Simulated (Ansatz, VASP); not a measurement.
## Two plane-wave programs on AlN

```
Al N
1.0
     3.11425    0.00000    0.00000
    -1.55713    2.69702    0.00000
     0.00000    0.00000    4.98462
Al N
2 2
Direct
  0.30549 0.66667 0.00152
  0.69451 0.33333 0.50152
  0.35818 0.66667 0.38348
  0.64182 0.33333 0.88348
```

Change from the starting cell: mode 4 frozen in at -0.086 Å, equal normal strain along x, y and z +0.0083.

Alike in both runs: task single point; functional LDA; k mesh 9 × 9 × 6; occupations gaussian, width 0.05 eV; no spin polarisation.

```csv
,VASP,Ansatz
version,VASP 6.6.1,Ansatz 0.2.0
potentials or method,"VASP PAW LDA potentials, release 64 (Al, N)","scalar-relativistic, plane waves, PAW"
plane-wave cutoff (eV),520,520
valence electrons in the cell,16,16
```

```tsv
	VASP	Ansatz	Ansatz less VASP
gap on the k mesh at the Fermi level (eV)	4.12	4.11	-0.007
least direct gap on the mesh (eV)	4.12	4.11	-0.007
pressure (GPa)	-4.7	-5.2	-0.54
largest component of the traceless stress (GPa)	0.60	0.62	+0.017
rms of the force components (eV/Å)	0.224	0.224	+0.0001
```

Atom by atom the forces differ by 0.002 eV/Å (rms over components). Ansatz warned: «pseudo_functional_mismatch».

Caveats: an odd mesh through Γ misses points on the zone boundary, where band edges often lie.
